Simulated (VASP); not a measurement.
Wanted: the native input for a VASP 6.6.1 run.

| Item | Value |
| --- | --- |
| Task | relaxation of cell and atoms |
| Functional | r2SCAN |
| Dispersion | D3(BJ) |
| Potentials or basis | VASP PAW PBE potentials, release 64 (Pb_d, Te) |
| Cutoff | 600 eV |
| k mesh | 7 × 7 × 7 |
| Occupations | gaussian, width 0.05 eV |
| Spin | no spin polarisation |
| Further INCAR settings | ALGO = Normal; EDIFF = 1e-07; IBRION = 2; EDIFFG = -0.02; NSW = 40; ISIF = 3 |

The structure of TePb lies in POSCAR:

```
TePb
1.0
    0.0000000000      3.2310000000      3.2310000000
    3.2310000000      0.0000000000      3.2310000000
    3.2310000000      3.2310000000      0.0000000000
Pb Te
1 1
Direct
    0.0000000000      0.0000000000      0.0000000000
    0.5000000000      0.5000000000      0.5000000000
```

The input as run:

INCAR

```
ALGO = Normal
EDIFF = 1E-7
EDIFFG = -0.02
ENCUT = 600
IBRION = 2
ISIF = 3
ISMEAR = 0
IVDW = 12
LASPH = True
LCHARG = False
LMIXTAU = True
LREAL = False
LWAVE = False
METAGGA = R2SCAN
NELM = 80
NSW = 40
PREC = Accurate
SIGMA = 0.05
VDW_A1 = 0.49484001
VDW_A2 = 5.73083694
VDW_S6 = 1.0
VDW_S8 = 0.78981345
```

KPOINTS

```
k-points
0
Gamma
  7 7 7
```

Potentials or basis: VASP PAW PBE potentials, release 64 (Pb_d, Te).

The run is started by

```console
$ cat potpaw_PBE.64/Pb_d/POTCAR potpaw_PBE.64/Te/POTCAR > POTCAR
$ mpirun -np 1 vasp_std > vasp.out
```

Results of the run:

* Relaxed volume: 34.20 Å³/atom
* Relaxed cell: a = 4.591 Å, b = 4.591 Å, c = 4.591 Å, α = 60.00°, β = 60.00°, γ = 60.00°
* Space group after relaxing (to 0.05 Å): Fm-3m (No. 225)
* Energy gained by relaxing: 0.9 meV/atom
* Ionic steps: 3
* Pressure after relaxing: 0.0 GPa
* Dispersion energy per atom: -0.186 eV

Caveat: the PAW data sets were made with another functional, which shifts forces and pressure a little.

It took 3 min on 1 thread of Intel(R) Xeon(R) 6975P-C (Granite Rapids), with other jobs on the host, peak memory 0.28 GiB.
